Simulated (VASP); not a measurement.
# Os (P6_3/mmc) in VASP: further runs, part 3 of 3

VASP 6.6.1. Earlier steps stand in the parts before.

### Step 5. Relaxation of cell and atoms, PBE+D3

Contents of INCAR:

```
SYSTEM = Os
ALGO     = Normal         ! electronic algorithm
EDIFF    = 1E-6           ! SCF threshold, eV
EDIFFG   = -0.01          ! ionic threshold
ENCUT    = 600            ! plane-wave cutoff, eV
GGA      = PE             ! functional
IBRION   = 2              ! ionic algorithm
ISIF     = 3              ! what is computed and relaxed
ISMEAR   = -1             ! smearing method
IVDW     = 11             ! dispersion correction
LASPH    = .TRUE.         ! aspherical terms in the spheres
LCHARG   = .FALSE.        ! write CHGCAR
LREAL    = .FALSE.        ! projectors in reciprocal space
LWAVE    = .FALSE.        ! write WAVECAR
NELM     = 100            ! most SCF steps
NSW      = 40             ! ionic steps
PREC     = Accurate       ! precision mode
SIGMA    = 0.05           ! smearing width, eV
```

Contents of KPOINTS:

```
k-points
0
G
  11 11 6
  0 0 0
```

Contents of POSCAR:

```
Os
1.0
    2.7341000000      0.0000000000      0.0000000000
   -1.3670500000      2.3678000565      0.0000000000
    0.0000000000      0.0000000000      4.3197000000
Os
2
Direct
    0.6666666667      0.3333333333      0.7500000000
    0.3333333333      0.6666666667      0.2500000000
```

Potentials or basis: VASP PAW PBE potentials, release 64 (Os).

Command:

```console
> cat potpaw_PBE.64/Os/POTCAR > POTCAR
> mpirun -np 1 vasp_std > vasp.out
```

OUTCAR:

```text
SYSTEM = Os
   EDIFF = 1E-6
   EDIFFG = -0.01
   ENCUT = 600
   GGA = PE
   IBRION = 2
   ISIF = 3
   ISMEAR = -1
   IVDW = 11
   LASPH = .TRUE.
   LREAL = .FALSE.
   NELM = 100
   NSW = 40
   PREC = Accurate
 IVDW          = 11

 ion  position               nearest neighbor table
   1  0.667  0.333  0.750-   2 2.68   2 2.68   2 2.68   2 2.68   2 2.68   2 2.68
   2  0.333  0.667  0.250-   1 2.68   1 2.68   1 2.68   1 2.68   1 2.68   1 2.68

  LATTYP: Found a hexagonal cell.
 ALAT       =     2.7341000000
 C/A-ratio  =     1.5799348963

  Lattice vectors:

 A1 = (   2.7341000000,   0.0000000000,   0.0000000000)
 A2 = (  -1.3670500000,   2.3678000565,   0.0000000000)
 A3 = (   0.0000000000,   0.0000000000,   4.3197000000)

Analysis of symmetry for initial positions (statically):
=====================================================================
 Subroutine PRICEL returns:
 Original cell was already a primitive cell.

 Routine SETGRP: Setting up the symmetry group for a
 hexagonal supercell.

 Subroutine GETGRP returns: Found 24 space group operations
 (whereof 12 operations were pure point group operations)
 out of a pool of 24 trial point group operations.

The static configuration has the point symmetry D_3d.
 The point group associated with its full space group is D_6h.

Analysis of symmetry for dynamics (positions and initial velocities):
=====================================================================
 Subroutine PRICEL returns:
 Original cell was already a primitive cell.

 Routine SETGRP: Setting up the symmetry group for a
 hexagonal supercell.

 Subroutine GETGRP returns: Found 24 space group operations
 (whereof 12 operations were pure point group operations)
 out of a pool of 24 trial point group operations.

The dynamic configuration has the point symmetry D_3d.
 The point group associated with its full space group is D_6h.

 Subroutine INISYM returns: Found 24 space group operations
 (whereof 12 operations are pure point group operations),
 and found     1 'primitive' translations

----------------------------------------------------------------------------------------

                                     Primitive cell

  volume of cell :      27.9649

  direct lattice vectors                    reciprocal lattice vectors
     2.734100000  0.000000000  0.000000000     0.365751070  0.211166479  0.000000000
    -1.367050000  2.367800057  0.000000000     0.000000000  0.422332957  0.000000000
     0.000000000  0.000000000  4.319700000     0.000000000  0.000000000  0.231497558

  length of vectors
     2.734100000  2.734100000  4.319700000     0.422332957  0.422332957  0.231497558

  position of ions in fractional coordinates (direct lattice)
     0.666666667  0.333333333  0.750000000
     0.333333333  0.666666667  0.250000000

  ion indices of the primitive-cell ions
   primitive index   ion index
                 1           1
                 2           2

----------------------------------------------------------------------------------------

 KPOINTS: k-points

Automatic generation of k-mesh.
 Grid dimensions read from file:
 generate k-points for:   11   11    6

 Generating k-lattice:

  Cartesian coordinates                     Fractional coordinates (reciprocal lattice)
     0.033250097  0.019196953  0.000000000     0.090909091 -0.000000000  0.000000000
     0.000000000  0.038393905  0.000000000     0.000000000  0.090909091  0.000000000
     0.000000000  0.000000000  0.038582926     0.000000000  0.000000000  0.166666667

  Length of vectors
     0.038393905  0.038393905  0.038582926

  Shift w.r.t. Gamma in fractional coordinates (k-lattice)
     0.000000000  0.000000000  0.000000000

 Subroutine IBZKPT returns following result:
 ===========================================

 Found     64 irreducible k-points:

 Following reciprocal coordinates:
            Coordinates               Weight
  0.000000  0.000000  0.000000      1.000000
  0.090909  0.000000  0.000000      6.000000
  0.181818  0.000000  0.000000      6.000000
  0.272727 -0.000000  0.000000      6.000000
  0.363636 -0.000000  0.000000      6.000000
  0.454545  0.000000  0.000000      6.000000
[... 16 lines left out ...]
  0.090909  0.090909  0.166667     12.000000
  0.181818  0.090909  0.166667     24.000000
 [... further k-points ...]
   k-points           NKPTS =     64   k-points in BZ     NKDIM =     64   number of bands    NBANDS=     12
   number of dos      NEDOS =    301   number of ions     NIONS =      2
   total plane-waves  NPLWV =  20736
   dimension x,y,z NGX =    24 NGY =   24 NGZ =   36
   dimension x,y,z NGXF=    48 NGYF=   48 NGZF=   72
   ions per type =               2
   NGX,Y,Z   is equivalent  to a cutoff of  14.59, 14.59, 13.85 a.u.
   NGXF,Y,Z  is equivalent  to a cutoff of  29.19, 29.19, 27.71 a.u.
 SYSTEM =  Os
   PREC   = accura    normal or accurate (medium, high low for compatibility)
   ISTART =      0    job   : 0-new  1-cont  2-samecut
   ICHARG =      2    charge: 1-file 2-atom 10-const
   ISPIN  =      1    spin polarized calculation?
   LNONCOLLINEAR =      F non collinear calculations
   LSORBIT =      F    spin-orbit coupling
   LASPH  =      T    aspherical Exc in radial PAW
   ENCUT  =  600.0 eV  44.10 Ry    6.64 a.u.   5.46  5.46  8.63*2*pi/ulx,y,z
   NELM   =    100;   NELMIN=  2; NELMDL= -5     # of ELM steps
   EDIFF  = 0.1E-05   stopping-criterion for ELM
   LREAL  =      F    real-space projection
   EDIFFG = -.1E-01   stopping-criterion for IOM
   NSW    =     40    number of steps for IOM
   IBRION =      2    ionic relax: 0-MD 1-quasi-New 2-CG
   NFREE  =      1    steps in history (QN), initial steepest desc. (CG)
   ISIF   =      3    stress and relaxation
   ISYM   =      2    0-nonsym 1-usesym 2-fastsym
   POTIM  = 0.5000    time-step for ionic-motion
   TEBEG  =    0.0;   TEEND  =   0.0 temperature during run
   PSTRESS=    0.0 pullay stress
   NELECT =      16.0000    total number of electrons
   NUPDOWN=      -1.0000    fix difference up-down
   EMIN   =  10.00;   EMAX   =-10.00  energy-range for DOS
   EFERMI =   0.00;   METHOD = LEGACY
   ISMEAR =    -1;   SIGMA  =   0.05  broadening in eV -4-tet -1-fermi 0-gaus
   EFERMI_NEDOS =   21; number of points for ismear=-14 and -15
   IALGO  =     38    algorithm
   IMIX   =      4    mixing-type and parameters
     AMIX     =   0.40;   BMIX     =  1.00
     AMIX_MAG =   1.60;   BMIX_MAG =  1.00
  volume/ion in A,a.u.               =      13.98        94.36
  Fermi-wavevector in a.u.,A,eV,Ry     =   1.359076  2.568282 25.131161  1.847088
  Thomas-Fermi vector in A             =   2.485855
   LORBIT       =      0    0 simple, 1 ext, 2 COOP (PROOUT), +10 PAW based schemes
   GGA     = PE    functional components
   LHFCALC =     F    Hartree Fock is set to
   AEXX    =    0.0000 exact exchange contribution
   IVDW    =    11    specifies the selected vdW correction
   LEPSILON=     F    determine dielectric tensor
   LRPA    =     F    only Hartree local field effects (RPA)
 conjugate gradient relaxation of ions
 non-spin polarized calculation
  energy-cutoff  :      600.00
  volume of cell :       27.96
 maximum number of plane-waves:       965
 NGX is ok and might be reduce to    24
   NGX = 11   NGY = 11   NGZ = 17

--------------------------------------- Ionic step        1  -------------------------------------------

 number of electron      16.0000001 magnetization

 Free energy of the ion-electron system (eV)
  ---------------------------------------------------
  ext. energy  EPLUGINS =         0.00000000
  ---------------------------------------------------
  free energy    TOTEN  =       -22.47505275 eV

  energy without entropy =      -22.46187135  energy(sigma->0) =      -22.46846205

------------------------ aborting loop because EDIFF is reached ----------------------------------------

 Edisp (eV)   -1.19198

 E8    (eV) :    -0.7779
[... 271 lines left out ...]
--------------------------------------- Ionic step        8  -------------------------------------------

 number of electron      16.0000001 magnetization

 Free energy of the ion-electron system (eV)
  ---------------------------------------------------
  ext. energy  EPLUGINS =         0.00000000
  ---------------------------------------------------
  free energy    TOTEN  =       -22.47707896 eV

  energy without entropy =      -22.46382046  energy(sigma->0) =      -22.47044971

 E-fermi :   9.4113     XC(G=0): -14.0522

 val. band max:        9.3932616418   @ k =   0.3636  -0.0000   0.3333
 cond. band min:       9.4625805939   @ k =   0.0000   0.0000   0.0000
 fundamental gap:      0.0693189521
 Fermi energy:         9.4113421390

 k-point     1 :       0.0000    0.0000    0.0000
  band No.  band energies     occupation
      1      -1.4817      2.00000
      2       1.6694      2.00000
      3       6.4091      2.00000
      4       6.4091      2.00000
      5       6.6423      2.00000
      6       7.2465      2.00000
      7       7.2465      2.00000
      8       7.9069      2.00000
      9       7.9069      2.00000
     10       9.4626      0.52820
     11      11.1424      0.00000
     12      11.1424      0.00000
[... 331 lines left out ...]
 k-point    24 :       0.1818    0.0909    0.1667
  band No.  band energies     occupation
      1       0.8233      2.00000
      2       3.2781      2.00000
      3       4.6828      2.00000
      4       4.9085      2.00000
      5       6.1566      2.00000
      6       6.7782      2.00000
      7       7.3513      2.00000
      8       8.2999      2.00000
      9       8.9153      1.99990
     10       9.2897      1.83849
     11      11.5746      0.00000
     12      14.9836      0.00000

 [... further k-points ...]

------------------------ aborting loop because EDIFF is reached ----------------------------------------

 Edisp (eV)   -1.19008

 E8    (eV) :    -0.7765
[... 25 lines left out ...]
  FREE ENERGIE OF THE ION-ELECTRON SYSTEM (eV)
  ---------------------------------------------------
  free  energy   TOTEN  =       -23.6671551814 eV

  energy  without entropy=      -23.6538966806  energy(sigma->0) =      -23.66052593

 reached required accuracy - stopping structural energy minimisation
```

Run time: 80 s. Hardware: 1 thread of Intel Xeon Platinum 8259CL at 2.50GHz (Skylake/Cascade Lake), shared host; peak memory 0.17 GiB.

What came out:

* Free energy: -23.6672 eV
* Relaxed volume: 14.00 Å³/atom
* Relaxed cell: a = 2.734 Å, b = 2.734 Å, c = 4.325 Å, α = 90.00°, β = 90.00°, γ = 120.00°
* Space group after relaxing (to 0.05 Å): P6_3/mmc (No. 194)
* Energy gained by relaxing: 0.1 meV/atom
* Ionic steps: 8
* Pressure after relaxing: 0.0 GPa
* Band gap on the k mesh: none (metal or under the smearing width)
* Dispersion energy per atom: -0.595 eV

The path:
```tsv
step	energy change (eV)	largest force (eV/Å)	pressure (GPa)	volume (Å³)
1	0.0000	0.0000	0.59	27.96
2	0.0015	0.0000	-2.63	28.17
3	-0.0001	0.0000	-0.08	28.01
4	-0.0001	0.0000	-0.08	28.01
5	-0.0001	0.0000	-0.20	28.02
6	-0.0001	0.0000	-0.12	28.01
7	-0.0001	0.0000	0.14	27.99
8	-0.0001	0.0000	-0.02	28.00
```

Final structure:
```
Os
1.0
     2.73415    0.00000    0.00000
    -1.36707    2.36784    0.00000
     0.00000    0.00000    4.32540
Os
2
Direct
  0.66667 0.33333 0.75000
  0.33333 0.66667 0.25000
```

Caveat: pairwise dispersion overbinds metals, which lowers pressure and volume.

### Step 6. The reference run

An earlier run on the cell as given: functional PBE; potentials or basis VASP PAW PBE potentials, release 64 (Os); cutoff 520 eV; k mesh 11 × 11 × 6; occupations fermi-dirac, width 0.05 eV; no spin polarisation.

- Pressure: 8.9 GPa
- Band gap on the k mesh: none (metal or under the smearing width)

### Step 7. Summary

| task | level | cell | cutoff (eV) | smearing | gap on the mesh (eV) | pressure (GPa) | relaxed volume (Å³/atom) |
| --- | --- | --- | --- | --- | --- | --- | --- |
| relaxation of cell and atoms | PBEsol | relaxed | 600 | fermi-dirac 0.05 eV | none | 0.0 | 13.92 |
| relaxation of cell and atoms | LAK | relaxed | 600 | fermi-dirac 0.05 eV | none | 0.2 | 14.29 |
| single point | PBE | as given | 520 | gaussian 0.026 eV | none | 8.7 | - |
| relaxation of cell and atoms | PBE+D3 | relaxed | 600 | fermi-dirac 0.05 eV | none | 0.0 | 14.00 |
| single point | PBE | as given | 520 | fermi-dirac 0.05 eV | none | 8.9 | - |

Alike in all rows: potentials or basis VASP PAW PBE potentials, release 64 (Os); no spin polarisation; k mesh 11 × 11 × 6.

Caveats: the PAW data sets were made with another functional, which shifts forces and pressure a little (some runs); pairwise dispersion overbinds metals, which lowers pressure and volume (some runs).

Absolute energies hang on the potentials; compare differences alone.
